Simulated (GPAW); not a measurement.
# Sb (Im-3m) in GPAW: notebook, part 2 of 2

GPAW 26.7.0. Earlier steps stand in the parts before.

### 4 Relaxation of cell and atoms, PBEsol+D3(BJ)+ATM

run.py

```python
from ase import Atoms
from ase.calculators.mixing import SumCalculator
from ase.filters import FrechetCellFilter
from ase.io import write
from ase.optimize import BFGS
from dftd3.ase import DFTD3
from gpaw import GPAW, PW, setup_paths

setup_paths.insert(0, '.')

atoms = Atoms(['Sb'],
              cell=[[-1.8713408863, 1.8713408863, 1.8713408863],
                    [1.8713408863, -1.8713408863, 1.8713408863],
                    [1.8713408863, 1.8713408863, -1.8713408863]],
              scaled_positions=[[0.0, 0.0, 0.0]],
              pbc=True)

calc = GPAW(mode=PW(600),
            xc='PBEsol',
            kpts={'size': (10, 10, 10), 'gamma': True},
            occupations={'name': 'fermi-dirac', 'width': 0.05},
            nbands=15,
            convergence={'density': 1e-05, 'forces': 0.0001},
            maxiter=150,
            txt='gpaw.txt')
atoms.calc = SumCalculator([calc, DFTD3(damping='d3bj', params_tweaks=dict(method='pbesol', atm=True))])
opt = BFGS(FrechetCellFilter(atoms), trajectory='relax.traj', logfile='-')
done = opt.run(fmax=0.02, steps=60)
calc.write('gs.gpw')
write('result.traj', atoms)
print('Converged:', done)
print('Cell:', atoms.cell.cellpar().round(4))
print('Volume:', round(atoms.get_volume(), 4))
print(atoms.get_scaled_positions().round(5))
```

Potentials or basis: PAW data sets generated in the run's folder for this functional, pw.

The run is started by

```sh
gpaw-setup -f PBEsol Sb
OMP_NUM_THREADS=1 python run.py
```

gpaw.txt:

```text
__  _  _
 | _ |_)|_||  |
 |__||  | ||/\| - 26.7.0

Input parameters:
  mode=PW(ecut=600.0),
  convergence={'density': 1e-05, 'forces': 0.0001},
  kpts=MonkhorstPack(size=(10, 10, 10), gamma=True),
  maxiter=150,
  nbands=15,
  occupations=Occupations(name='fermi-dirac', width=0.05),
  xc=XC(name='PBEsol')

Diagonalizing LCAO Hamiltonian
Converting LCAO to pw mode

       Sb

Atoms  # Å, Bohr magnetons
|   | symbol |        x |        y |        z |    initial magnetic moments |
|---|--------|----------|----------|----------|-----------------------------|
| 0 |     Sb | 0.000000 | 0.000000 | 0.000000 | ( 0.0000,  0.0000,  0.0000) |

Unit cell  # Å
| periodic |         x |         y |         z |  lengths |     angles |
|----------|-----------|-----------|-----------|----------|------------|
|      yes | -1.871341 |  1.871341 |  1.871341 | 3.241257 | 109.471221 |
|      yes |  1.871341 | -1.871341 |  1.871341 | 3.241257 | 109.471221 |
|      yes |  1.871341 |  1.871341 | -1.871341 | 3.241257 | 109.471221 |

Number of symmetries: 48
Symmetry operations  # r_c * U_cc + t_c -> r_c
|    | kind |            matrix            |
|----|------|------------------------------|
|  0 |  σ   |  1, 1, 1,  0, 0,-1,  0,-1, 0 |
|  1 |  C4  |  1, 1, 1,  0, 0,-1, -1, 0, 0 |
|  2 |  C2  |  1, 1, 1,  0,-1, 0,  0, 0,-1 |
|  3 |  S6  |  1, 1, 1,  0,-1, 0, -1, 0, 0 |
|  4 |  S6  |  1, 1, 1, -1, 0, 0,  0, 0,-1 |
|  5 |  C4  |  1, 1, 1, -1, 0, 0,  0,-1, 0 |
|  6 |  E   |  1, 0, 0,  0, 1, 0,  0, 0, 1 |
|  7 |  σ   |  1, 0, 0,  0, 1, 0, -1,-1,-1 |
|  8 |  σ   |  1, 0, 0,  0, 0, 1,  0, 1, 0 |
[... 202 lines left out ...]
Stress tensor  # eV/Ang^3
|         x |         y |         z |
|-----------|-----------|-----------|
|  0.002302 | -0.000000 |  0.000000 |
| -0.000000 |  0.002302 | -0.000000 |
|  0.000000 | -0.000000 |  0.002302 |

Forces  # eV/Ang
|       x |       y |       z |
|---------|---------|---------|
| 0.00000 | 0.00000 | 0.00000 |  # Sb   0

Interpolating wave functions to new cell

       Sb

Atoms  # Å, Bohr magnetons
|   | symbol |         x |        y |        z |    initial magnetic moments |
|---|--------|-----------|----------|----------|-----------------------------|
| 0 |     Sb | -0.000000 | 0.000000 | 0.000000 | ( 0.0000,  0.0000,  0.0000) |

Unit cell  # Å
| periodic |         x |         y |         z |  lengths |     angles |
|----------|-----------|-----------|-----------|----------|------------|
|      yes | -1.856722 |  1.856722 |  1.856722 | 3.215936 | 109.471221 |
|      yes |  1.856722 | -1.856722 |  1.856722 | 3.215936 | 109.471221 |
|      yes |  1.856722 |  1.856722 | -1.856722 | 3.215936 | 109.471221 |

Number of symmetries: 48
Symmetry operations  # r_c * U_cc + t_c -> r_c
|    | kind |            matrix            |
|----|------|------------------------------|
|  0 |  σ   |  1, 1, 1,  0, 0,-1,  0,-1, 0 |
|  1 |  C4  |  1, 1, 1,  0, 0,-1, -1, 0, 0 |
|  2 |  C2  |  1, 1, 1,  0,-1, 0,  0, 0,-1 |
|  3 |  S6  |  1, 1, 1,  0,-1, 0, -1, 0, 0 |
|  4 |  S6  |  1, 1, 1, -1, 0, 0,  0, 0,-1 |
|  5 |  C4  |  1, 1, 1, -1, 0, 0,  0,-1, 0 |
|  6 |  E   |  1, 0, 0,  0, 1, 0,  0, 0, 1 |
|  7 |  σ   |  1, 0, 0,  0, 1, 0, -1,-1,-1 |
|  8 |  σ   |  1, 0, 0,  0, 0, 1,  0, 1, 0 |
[... 202 lines left out ...]
Stress tensor  # eV/Ang^3
|         x |         y |         z |
|-----------|-----------|-----------|
| -0.007897 |  0.000000 | -0.000000 |
|  0.000000 | -0.007897 | -0.000000 |
| -0.000000 | -0.000000 | -0.007897 |

Forces  # eV/Ang
|        x |       y |        z |
|----------|---------|----------|
| -0.00000 | 0.00000 | -0.00000 |  # Sb   0

Interpolating wave functions to new cell

       Sb

Atoms  # Å, Bohr magnetons
|   | symbol |         x |        y |        z |    initial magnetic moments |
|---|--------|-----------|----------|----------|-----------------------------|
| 0 |     Sb | -0.000000 | 0.000000 | 0.000000 | ( 0.0000,  0.0000,  0.0000) |

Unit cell  # Å
| periodic |         x |         y |         z |  lengths |     angles |
|----------|-----------|-----------|-----------|----------|------------|
|      yes | -1.839616 |  1.839616 |  1.839616 | 3.186308 | 109.471221 |
|      yes |  1.839616 | -1.839616 |  1.839616 | 3.186308 | 109.471221 |
|      yes |  1.839616 |  1.839616 | -1.839616 | 3.186308 | 109.471221 |

Number of symmetries: 48
Symmetry operations  # r_c * U_cc + t_c -> r_c
|    | kind |            matrix            |
|----|------|------------------------------|
|  0 |  σ   |  1, 1, 1,  0, 0,-1,  0,-1, 0 |
|  1 |  C4  |  1, 1, 1,  0, 0,-1, -1, 0, 0 |
|  2 |  C2  |  1, 1, 1,  0,-1, 0,  0, 0,-1 |
|  3 |  S6  |  1, 1, 1,  0,-1, 0, -1, 0, 0 |
|  4 |  S6  |  1, 1, 1, -1, 0, 0,  0, 0,-1 |
|  5 |  C4  |  1, 1, 1, -1, 0, 0,  0,-1, 0 |
|  6 |  E   |  1, 0, 0,  0, 1, 0,  0, 0, 1 |
|  7 |  σ   |  1, 0, 0,  0, 1, 0, -1,-1,-1 |
|  8 |  σ   |  1, 0, 0,  0, 0, 1,  0, 1, 0 |
[... 202 lines left out ...]
Stress tensor  # eV/Ang^3
|         x |         y |         z |
|-----------|-----------|-----------|
| -0.021202 |  0.000000 |  0.000000 |
|  0.000000 | -0.021202 |  0.000000 |
|  0.000000 |  0.000000 | -0.021202 |

Forces  # eV/Ang
|       x |        y |        z |
|---------|----------|----------|
| 0.00000 | -0.00000 | -0.00000 |  # Sb   0

# Writing to gs.gpw (mode='')
```

stdout:

```text
Step          Energy          fmax
BFGS:    0       -5.133569        0.549003
BFGS:    1       -5.143371        0.297181
BFGS:    2       -5.147142        0.015984
Converged: True
Cell: [  3.1863   3.1863   3.1863 109.4712 109.4712 109.4712]
Volume: 24.9024
[[0. 0. 0.]]
```

It took 36 s on 1 thread of Arm Neoverse V1, shared host; peak memory 0.16 GiB.

Results:

| Property | Result |
| --- | --- |
| Free energy | -5.1518 eV |
| Relaxed volume | 24.90 Å³/atom |
| Relaxed cell | a = 3.186 Å, b = 3.186 Å, c = 3.186 Å, α = 109.47°, β = 109.47°, γ = 109.47° |
| Space group after relaxing (to 0.05 Å) | Im-3m (No. 229) |
| Energy gained by relaxing | 13.6 meV/atom |
| Ionic steps | 3 |
| Pressure after relaxing | 0.1 GPa |
| Band gap on the k mesh | none (metal or under the smearing width) |
| Dispersion energy per atom | -0.517 eV |

Step by step:
```csv
step,energy change (eV),largest force (eV/Å),pressure (GPa),volume (Å³)
1,0.0000,0.0000,-3.36,26.21
2,-0.0098,0.0000,-1.86,25.60
3,-0.0136,0.0000,0.10,24.90
```

Final structure:
```
Sb
1.0
    -1.83962    1.83962    1.83962
     1.83962   -1.83962    1.83962
     1.83962    1.83962   -1.83962
Sb
1
Cartesian
  0.0000 0.0000 0.0000
```

Levels at points of the mesh, in eV from the Fermi level:
```tsv
k point	band 5	band 6	band 7	band 8	band 9	band 10	band 11
(0.00, 0.00, 0.00)	-29.10	-13.46	6.11	6.11	6.11	11.71	11.71
(0.50, 0.50, 0.00)	-29.04	-8.92	-6.08	1.87	3.99	6.83	7.26
(0.50, 0.50, 0.50)	-29.05	-5.21	-2.16	-2.16	-2.16	2.83	2.83
```

Caveat: later steps reuse the first step's grids; pairwise dispersion overbinds metals, which lowers pressure and volume.

### 5 Overview

```tsv
level	gap on the mesh (eV)	pressure (GPa)	relaxed volume (Å³/atom)
PBEsol+D3	none	0.0	25.52
PBEsol+D3(BJ)	none	0.1	24.75
PBEsol+D3(BJ)+ATM	none	0.1	24.90
```

Alike in all rows: task relaxation of cell and atoms; potentials or basis PAW data sets generated in the run's folder for this functional, pw; no spin polarisation; cell relaxed; k mesh 10 × 10 × 10; cutoff (eV) 600; smearing fermi-dirac 0.05 eV.

Caveats: later steps reuse the first step's grids; pairwise dispersion overbinds metals, which lowers pressure and volume.

Absolute energies hang on the potentials; compare differences alone.
